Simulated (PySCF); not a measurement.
From one molecule to another.

First species: pyridine, C5H5N.
Numbering: `[cH:1]1[cH:2][cH:3][n:4][cH:5][cH:6]1` (hydrogens: H7 on C1; H8 on C2; H9 on C3; H10 on C5; H11 on C6)

Cartesian coordinates in Å at the GFN2-xTB level; atoms count from 1:
```xyz
11
C5H5N angstrom
C      0.072    1.186   -0.023
C      1.220    0.409    0.003
C      1.077   -0.971    0.025
N     -0.095   -1.581    0.024
C     -1.185   -0.835    0.001
C     -1.160    0.552   -0.024
H      0.137    2.264   -0.042
H      2.200    0.860    0.007
H      1.941   -1.622    0.045
H     -2.122   -1.377    0.002
H     -2.079    1.118   -0.044
```

Second species: C3H10NPSi.
Numbering: `[H]/[P:6]=[C:4](\[N:2]([CH3:1])[CH3:3])[SiH3:5]` (hydrogens: H7, H8, H9 on C1; H10, H11, H12 on C3; H13, H14, H15 on Si5; H16 on P6)

Levels: wB97X-D/def2-SVPD for dipole moment, HOMO energy, LUMO energy, HOMO–LUMO gap, static isotropic polarisability and electronic spatial extent ⟨r²⟩ about the centre of nuclear charge; TDDFT wB97X-D/def2-SVPD for lowest singlet excitation; TDA wB97X-D/def2-SVPD for lowest triplet excitation (Tamm–Dancoff); GFN2-xTB for rotational constant A and rotational constant C. Geometries: GFN2-xTB. Each species is one conformer at its optimised geometry, gas phase, non-relativistic unless stated. Electronic properties by PySCF.

The conformers computed, where there is a choice (atom-mapped SMILES and torsion angles):
- `[H]/[P:6]=[C:4](\[N:2]([CH3:1])[CH3:3])[SiH3:5]`: C1–N2–C4–Si5 -178°

(1) Which has the higher HOMO–LUMO gap?

(2) Which of the two has the higher static isotropic polarisability, and by how much?

(3) Which of the two has the higher ⟨r²⟩, and by how much?

(4) Which of the two has the higher rotational constant A, and by how much?

(5) Which has the higher rotational constant C?

(6) Which has the higher S1 energy?

(7) Which of the two has the higher LUMO energy, and by how much?

(8) Which has the higher T1 energy?

Answers

(1) The first: 10.24 eV against 8.30 eV, a difference of 1.94 eV.

(2) The second: 103.7 au against 60.8 au, a difference of 42.9 au.

(3) The second: 1035 bohr² against 429 bohr², a difference of 606 bohr².

(4) The first: 6.122 GHz against 2.497 GHz, a difference of 3.625 GHz.

(5) The first: 3.009 GHz against 1.171 GHz, a difference of 1.838 GHz.

(6) The first: 5.03 eV against 4.58 eV, a difference of 0.45 eV.

(7) The first: 0.93 eV against 0.83 eV, a difference of 0.10 eV.

(8) The first: 4.37 eV against 2.59 eV, a difference of 1.78 eV.

On the first: No computed singlet falls in the visible range (750 to 380 nm, 1.65 to 3.26 eV); S1 lies 1.77 eV above its blue end. The polarisability is 9.02 Å³ as a volume (1 au = 0.148185 Å³), or 1.45 au for each of the 42 electrons.

On the second: No computed singlet falls in the visible range (750 to 380 nm, 1.65 to 3.26 eV); S1 lies 1.32 eV above its blue end. The 8 singlets span 4.58 to 6.65 eV, and their oscillator strengths add up to 0.38.
